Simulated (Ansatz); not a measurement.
Runs of Ansatz 0.2.0 on Ir. It takes space group P6_3/mmc (No. 194, hexagonal). Conventional cell: a = 2.751 Å, b = 2.751 Å, c = 4.462 Å, α = 90.00°, β = 90.00°, γ = 120.00°. Ir (site symmetry -6m2) has 12 Ir at 2.74 to 2.75 Å as nearest neighbours. This isn't the form of Ir at room conditions, which is fcc.

```tsv
task	level	cell	k mesh	cutoff (eV)	points for each segment of the path	mesh quality	gap on the mesh (eV)	pressure (GPa)	relaxed volume (Å³/atom)
band structure	r2SCAN	as given	11 × 11 × 6	500	14	not flagged	none	-8.7	-
relaxation of cell and atoms	LDA	relaxed	11 × 11 × 6	420	-	not flagged	none	0.0	(a)
single point	B3LYP	as given	6 × 6 × 3	420	-	coarse	none	-	-
relaxation of cell and atoms	HSE06	relaxed	6 × 6 × 3	420	-	coarse	none	-	(b)
relaxation of cell and atoms	PBEsol	relaxed	11 × 11 × 6	420	-	not flagged	none	0.0	14.12
relaxation of cell and atoms	BLYP+D3(BJ)	relaxed	11 × 11 × 6	420	-	not flagged	none	0.0	14.46
band structure	LDA	as given	11 × 11 × 6	420	14	not flagged	none	-17.8	-
band structure	HSE03	as given	6 × 6 × 3	420	4	coarse	none	-	-
```

Alike in all rows: potentials or basis Ansatz PAW; no spin polarisation; smearing fermi-dirac 0.05 eV.

Task: Estimate the missing entries.

Result: (a) 13.91; (b) 14.04.

Caveats: some runs use coarse meshes; the PAW data sets come from PBE, with cores solved anew for the run's functional, which leaves a small shift of forces and pressure; the plane-wave basis is chosen anew once the cell has moved, so the energies of steps on either side of that aren't comparable (some runs); the potentials were made for another functional, which shifts forces and pressure (some runs); pairwise dispersion overbinds metals, which lowers pressure and volume (some runs); so large a pressure means that the cell lies far from this level's equilibrium, or that cutoff or potentials fall short (some runs).

A k mesh can miss the band edges, and the runs leave out spin-orbit coupling on Ir.

A gap of «none» marks a metal or a gap under the smearing width.

Not every run made on this cell is shown here.
